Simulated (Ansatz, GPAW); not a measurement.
Given: the input of a run of GPAW 26.7.0 (ASE script) on CuO (Tenorite). Atoms were shifted at random by some hundredths of an Å from the given cell, which wasn't relaxed again for these runs. 

File run.py:

```python
from ase import Atoms
from ase.dft.bandgap import bandgap
from ase.io import write
from ase.units import GPa
from ase.parallel import parprint
from gpaw import GPAW, PW, setup_paths

setup_paths.insert(0, '.')

atoms = Atoms(['Cu', 'Cu', 'O', 'O'],
              cell=[[2.34465, -1.7134, 0.0],
                    [2.34465, 1.7134, 0.0],
                    [-0.8605543552, 0.0, 5.0594363927]],
              scaled_positions=[[0.505702, -0.009996, 0.495236],
                                [0.011543, 0.501015, -0.002723],
                                [0.400118, 0.577525, 0.760988],
                                [0.576347, 0.414077, 0.25814]],
              pbc=True)

calc = GPAW(mode=PW(800),
            xc='PBEsol',
            kpts={'size': (10, 10, 5), 'gamma': True},
            occupations={'name': 'fermi-dirac', 'width': 0.05},
            nbands=33,
            convergence={'density': 1e-05, 'energy': 1e-05},
            maxiter=150,
            txt='gpaw.txt')
atoms.calc = calc
energy = atoms.get_potential_energy()
forces = atoms.get_forces()
stress = atoms.get_stress()
calc.write('gs.gpw')
write('result.traj', atoms)
parprint(f'Energy: {energy:.6f} eV')
parprint('Forces (eV/A):')
parprint(forces.round(4))
parprint('Stress (GPa):', (stress / GPa).round(3))
parprint('Fermi level:', round(calc.get_fermi_level(), 4), 'eV')
parprint(f'Gap: {bandgap(calc)[0]:.4f} eV, direct: {bandgap(calc, direct=True)[0]:.4f} eV')
```

Potentials or basis: PAW data sets generated in the run's folder for this functional, pw.

The run is started by

```console
$ gpaw-setup -f PBEsol Cu O
$ OMP_NUM_THREADS=1 mpirun -n 4 gpaw python run.py
```

Q: Set up the same calculation for Ansatz 0.2.0. Potentials or basis there: Ansatz PAW, cutoff 420 eV.

A: As run (cutoffs and basis follow the program's own potentials, and thresholds, step limits or extra output files can differ):

File input.yaml:

```yaml
crystal:
  lattice:
    - [2.34465, -1.7134, 0.0]
    - [2.34465, 1.7134, 0.0]
    - [-0.8605543552, 0.0, 5.0594363927]
  atoms:
    - { symbol: Cu, position: [0.505702, -0.009996, 0.495236] }
    - { symbol: Cu, position: [0.011543, 0.501015, -0.002723] }
    - { symbol: O, position: [0.400118, 0.577525, 0.760988] }
    - { symbol: O, position: [0.576347, 0.414077, 0.25814] }
hamiltonian:
  xc: pbesol
  pseudopotentials: { kind: paw }
kpoints:
  mp_grid: { grid: [10, 10, 5] }
scf:
  occupations: { method: fermi_dirac, width: 0.05 }
output:
  forces: true
  stress: true
  eigenvalues: true
```

Potentials or basis: Ansatz PAW.

Command:

```console
$ ansatz run input.yaml --threads 1 --pin off --max-ram 3584MiB --backend cpu --events-out ev --progress --plain --runs-dir out
```

Both were run:

|  | GPAW | Ansatz |
| --- | --- | --- |
| Pressure | 0.8 GPa | -1.9 GPa |
| Largest force | 1.656 eV/Å | 1.552 eV/Å |

Ansatz's pressure holds a Pulay term of +0.75 GPa for its cutoff of 420 eV, which the other run lacks.

The potentials hold 34 and 50 valence electrons a cell.

Ansatz's potentials were made for PBE.

Where Ansatz's input types no cutoff or centring, it takes its own default and a Γ-centred mesh.

Pressure is positive in compression.
